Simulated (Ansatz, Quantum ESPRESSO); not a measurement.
This is a calculation of SiS2 for Ansatz 0.2.0. 

File input.yaml:

```yaml
crystal:
  lattice:
    - [-2.782, 4.7725, 2.776]
    - [2.782, -4.7725, 2.776]
    - [2.782, 4.7725, -2.776]
  atoms:
    - { symbol: S, position: [0.3818, 0.7088, 0.0906] }
    - { symbol: S, position: [0.6182, 0.2912, 0.9094] }
    - { symbol: S, position: [0.8818, 0.7912, 0.673] }
    - { symbol: S, position: [0.1182, 0.2088, 0.327] }
    - { symbol: Si, position: [0.25, 0.25, 0.0] }
    - { symbol: Si, position: [0.75, 0.75, 0.0] }
hamiltonian:
  xc: pbe
  pseudopotentials: { kind: paw }
kpoints:
  mp_grid: { grid: [7, 7, 7] }
scf:
  occupations: { method: fermi_dirac, width: 0.05 }
output:
  forces: true
  stress: true
  eigenvalues: true
  write_density: true
  write_potential: true
  elf: true
  volumetric_format: npy
```

Potentials or basis: Ansatz PAW.

Run with:

```sh
$ ansatz run input.yaml --threads 2 --pin off --max-ram 5120MiB --backend cpu --events-out ev --progress --plain --runs-dir out
```

Task: What does the same run look like in Quantum ESPRESSO 7.5? Potentials or basis there: SSSP 1.3 efficiency PBE, cutoff 748 eV.

Result: As run (cutoffs and basis follow the program's own potentials, and thresholds, step limits or extra output files can differ):

pw.in

```
&CONTROL
  calculation = 'scf'
  prefix = 'pwscf'
  outdir = './tmp'
  pseudo_dir = './pseudo'
  tprnfor = .true.
  tstress = .true.
  disk_io = 'low'
/
&SYSTEM
  ibrav = 0
  nat = 6
  ntyp = 2
  ecutwfc = 55
  ecutrho = 440
  nbnd = 24
  occupations = 'smearing'
  smearing = 'fd'
  degauss = 0.00367493
/
&ELECTRONS
  conv_thr = 1.2d-09
  electron_maxstep = 120
  mixing_beta = 0.5
/
ATOMIC_SPECIES
S     32.0600 s_pbe_v1.4.uspp.F.UPF
Si    28.0850 Si.pbe-n-rrkjus_psl.1.0.0.UPF
CELL_PARAMETERS angstrom
  -2.7820000000    4.7725000000    2.7760000000
   2.7820000000   -4.7725000000    2.7760000000
   2.7820000000    4.7725000000   -2.7760000000
ATOMIC_POSITIONS crystal
S      0.3818000000    0.7088000000    0.0906000000
S      0.6182000000    0.2912000000    0.9094000000
S      0.8818000000    0.7912000000    0.6730000000
S      0.1182000000    0.2088000000    0.3270000000
Si     0.2500000000    0.2500000000    0.0000000000
Si     0.7500000000    0.7500000000    0.0000000000
K_POINTS automatic
7 7 7 0 0 0
```

File pp_density.in:

```
&INPUTPP
  prefix = 'pwscf'
  outdir = './tmp'
  filplot = 'density.dat'
  plot_num = 0
/
&PLOT
  nfile = 1
  filepp(1) = 'density.dat'
  iflag = 3
  output_format = 6
  fileout = 'density.cube'
/
```

Contents of pp_potential.in:

```
&INPUTPP
  prefix = 'pwscf'
  outdir = './tmp'
  filplot = 'potential.dat'
  plot_num = 11
/
&PLOT
  nfile = 1
  filepp(1) = 'potential.dat'
  iflag = 3
  output_format = 6
  fileout = 'potential.cube'
/
```

Potentials or basis: SSSP 1.3 efficiency PBE.

Run with:

```bash
$ OMP_NUM_THREADS=1 pw.x -in pw.in > pw.out
$ OMP_NUM_THREADS=1 pp.x -in pp_density.in > pp_density.out
$ OMP_NUM_THREADS=1 pp.x -in pp_potential.in > pp_potential.out
```

Both were run:

|  | Ansatz | Quantum ESPRESSO |
| --- | --- | --- |
| Pressure | 2.4 GPa | 2.4 GPa |
| Largest force | 0.284 eV/Å | 0.294 eV/Å |

Ansatz's pressure holds a Pulay term of +0.01 GPa for its cutoff of 420 eV, which the other run lacks.

Where Ansatz's input types no cutoff or centring, it takes its own default and a Γ-centred mesh.

Pressure is positive in compression.
